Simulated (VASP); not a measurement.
Write the native input for VASP 6.6.1 that does the following.

```yaml
Task: relaxation of cell and atoms
Functional: PBE
Potentials_or_basis: VASP PAW PBE potentials, release 64 (Hf_pv, O)
Cutoff: 600 eV
k_mesh: 4 × 4 × 4
Occupations: gaussian, width 0.05 eV
Spin: no spin polarisation
Further_INCAR_settings: ALGO = Normal; EDIFF = 1e-06; IBRION = 2; EDIFFG = -0.02; NSW = 40; ISIF = 3
```

The structure of Hf2O3 lies in POSCAR:

```
Hf2O3
1.0
    5.0800000000      0.0000000000      0.0000000000
    0.0000000000      5.0800000000      0.0000000000
    0.0000000000      0.0000000000      5.0800000000
Hf O
4 6
Direct
    0.0000000000      0.0000000000      0.0000000000
    0.0000000000      0.5000000000      0.5000000000
    0.5000000000      0.0000000000      0.5000000000
    0.5000000000      0.5000000000      0.0000000000
    0.2500000000      0.7500000000      0.2500000000
    0.2500000000      0.7500000000      0.7500000000
    0.7500000000      0.2500000000      0.2500000000
    0.7500000000      0.2500000000      0.7500000000
    0.7500000000      0.7500000000      0.2500000000
    0.7500000000      0.7500000000      0.7500000000
```

The cell was built by a generator and needn't be a form met in nature.

These files were run (other wordings do the same):

INCAR

```
SYSTEM = Hf2O3
PREC = Accurate
ENCUT = 600
EDIFF = 1E-6
ISMEAR = 0
SIGMA = 0.05
LREAL = .False.
LASPH = .True.
NELM = 60
ALGO = Normal
ISIF = 3
LWAVE = .False.
LCHARG = .False.
GGA = PE
IBRION = 2
NSW = 40
EDIFFG = -0.02
```

KPOINTS

```
Automatic mesh
0
Gamma
  4 4 4
  0 0 0
```

Potentials or basis: VASP PAW PBE potentials, release 64 (Hf_pv, O).

The run is started by

```bash
$ cat potpaw_PBE.64/Hf_pv/POTCAR potpaw_PBE.64/O/POTCAR > POTCAR
$ mpirun -np 1 vasp_std > vasp.out
```

It gave:

- Relaxed volume: 12.75 Å³/atom
- Relaxed cell: a = 5.005 Å, b = 5.005 Å, c = 5.089 Å, α = 90.00°, β = 90.00°, γ = 90.00°
- Space group after relaxing (to 0.05 Å): P4_2/mcm (No. 132)
- Energy gained by relaxing: 15.6 meV/atom
- Ionic steps: 6
- Pressure after relaxing: 0.0 GPa
- Largest force after relaxing: 0.016 eV/Å
- Band gap on the k mesh: none (metal or under the smearing width)

Wall time 5.9 min on 1 thread of Intel(R) Xeon(R) Platinum 8488C (Sapphire Rapids), on a shared host, peak memory 0.33 GiB.
